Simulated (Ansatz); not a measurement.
# InSb: the cost of one run

Computed with Ansatz 0.2.0 (DFT PBE, scalar-relativistic, plane waves, PAW, unless a step's input says otherwise).

2 further runs of the same task are left out: 2 set aside as unsound or not needed.

### Step 1. The starting structure

The structure is cubic, space group F-43m (No. 216). The conventional cell has a = 6.637 Å, b = 6.637 Å, c = 6.637 Å, α = 90.00°, β = 90.00°, γ = 90.00°. In (site symmetry -43m) is surrounded by 4 Sb at 2.87 Å. Sb (site symmetry -43m) has 4 In at 2.87 Å as nearest neighbours.

Structure file:

```cif
data_structure
_symmetry_space_group_name_H-M 'P 1'
_symmetry_Int_Tables_number 1
_cell_length_a 4.6932
_cell_length_b 4.6932
_cell_length_c 4.6932
_cell_angle_alpha 60.000
_cell_angle_beta 60.000
_cell_angle_gamma 60.000
_cell_volume 73.09
loop_
_atom_site_label
_atom_site_type_symbol
_atom_site_fract_x
_atom_site_fract_y
_atom_site_fract_z
_atom_site_occupancy
In1 In 0.00000 0.00000 0.00000 1
Sb1 Sb 0.75000 0.75000 0.75000 1
```

This cell was relaxed beforehand with the same method: volume 36.55 Å³/atom, gap on the mesh none (metal).

### Step 2. The cell under 25 GPa

At a set pressure the run lowers the enthalpy E + PV, so the energy alone may rise along the way.

File input.yaml:

```yaml
crystal:
  lattice:
    - [0.0, 3.3185740832, 3.3185740832]
    - [3.3185740832, 0.0, 3.3185740832]
    - [3.3185740832, 3.3185740832, 0.0]
  atoms:
    - { symbol: In, position: [0.0, 0.0, 0.0] }
    - { symbol: Sb, position: [0.75, 0.75, 0.75] }
basis:
  ecutwfc: 420
kpoints:
  mp_grid: { grid: [12, 12, 12] }
hamiltonian:
  xc: pbe
scf:
  occupations: { method: fermi_dirac, width: 0.15 }
output:
  forces: true
  stress: true
  eigenvalues: true
relax:
  adjacent_minimum: "off"
  f_tol: 0.001
  max_steps: 60
  cell: { stress_tol: 0.02, p_target: 25.0 }
```

Command:

```sh
$ ansatz run input.yaml --threads 1 --pin off --max-ram 3072MiB --backend cpu --events-out ev --progress --plain --runs-dir out
```

**Question.** How long does this run take on 1 thread of Arm Neoverse N1, shared host, and how much memory does it need?

About 2.2 min, with a peak of 0.42 GiB.
